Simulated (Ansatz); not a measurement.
Levels of theory for KCl (CsCl type)

All numbers come from the plane-wave code Ansatz. Note: simulated data, non-magnetic, for a generated structure that need not be the stable one.

KCl, CsCl type, relaxed with r2SCAN. The symmetry is Pm-3m (No. 221, cubic); conventional cell a = 3.771 Å, 26.82 Å³ an atom. K is surrounded by 8 Cl at 3.27 Å; Cl is surrounded by 8 K at 3.27 Å.

```yaml
crystal:
  lattice:
    - [3.77117, 0.00000, 0.00000]
    - [0.00000, 3.77117, 0.00000]
    - [0.00000, 0.00000, 3.77117]
  atoms:
    - { symbol: K, position: [0.00000, 0.00000, 0.00000] }
    - { symbol: Cl, position: [0.50000, 0.50000, 0.50000] }
```

Relaxed lattice by functional, symmetry kept:
```
functional  k mesh  a (Å)  volume (Å³/atom)
       PBE   6×6×6  3.834             28.19
    r2SCAN   6×6×6  3.771             26.82
    PBEsol   6×6×6  3.739             26.13
       LDA   6×6×6  3.637             24.05
     HSE06   4×4×4  3.808             27.61
```

Gaps on the r2SCAN cell, each the least over its mesh and the special points:
```csv
level,k mesh,gap (eV),kind,edges,least direct gap (eV),rough cost
LDA,8×8×8,4.59,indirect,M → Γ,4.81,4 core-seconds
PBE,8×8×8,5.03,indirect,M → Γ,5.24,5 core-seconds
r2SCAN,8×8×8,5.80,indirect,M → Γ,6.02,9 core-seconds
HSE06,6×6×6,6.37,indirect,M → Γ,6.59,2.7 core-minutes
DDH-PBE0,6×6×6,8.22,indirect,M → Γ,8.46,3 core-minutes
PBE0,6×6×6,7.09,indirect,M → Γ,7.32,2.8 core-minutes
r2SCAN0,6×6×6,7.53,indirect,M → Γ,7.76,4 core-minutes
Hartree-Fock,6×6×6,13.59,indirect,M → Γ,13.87,3 core-minutes
"G0W0@PBE (160 empty bands, 120 eV, 4×4×4)",4×4×4,7.55,–,M → Γ (mesh),–,50 core-seconds
"G0W0@PBE (397 empty bands, 220 eV, 4×4×4)",4×4×4,7.70,–,M → Γ (mesh),–,5 core-minutes
```
PBE: smearing of 0.02 eV; the others have fixed occupations.
Wave cutoffs: 420 eV, 500 eV (r2SCAN, r2SCAN0).
The G0W0 gap is PBE's gap over the path plus the quasiparticle shift read on the mesh. No extrapolation in bands, cutoff or mesh was made for G0W0.
Costs come from shared machines and give only the order; PBE's includes the band path. The runs had 2 threads of Intel(R) Xeon(R) Processor @ 2.50GHz (Skylake/Cascade Lake) (shared host).

The HSE06 gap is indirect, 6.37 eV (M to Γ), below the direct gap of 6.59 eV at Γ.

r2SCAN covers 58 % of the step from PBE to HSE06, while HSE06 needs about 18 times r2SCAN's cost (on a coarser mesh). All these functionals give a gap of the same kind, indirect.

The meshes of the hybrids are coarse, so their gaps aren't converged to the digits shown.
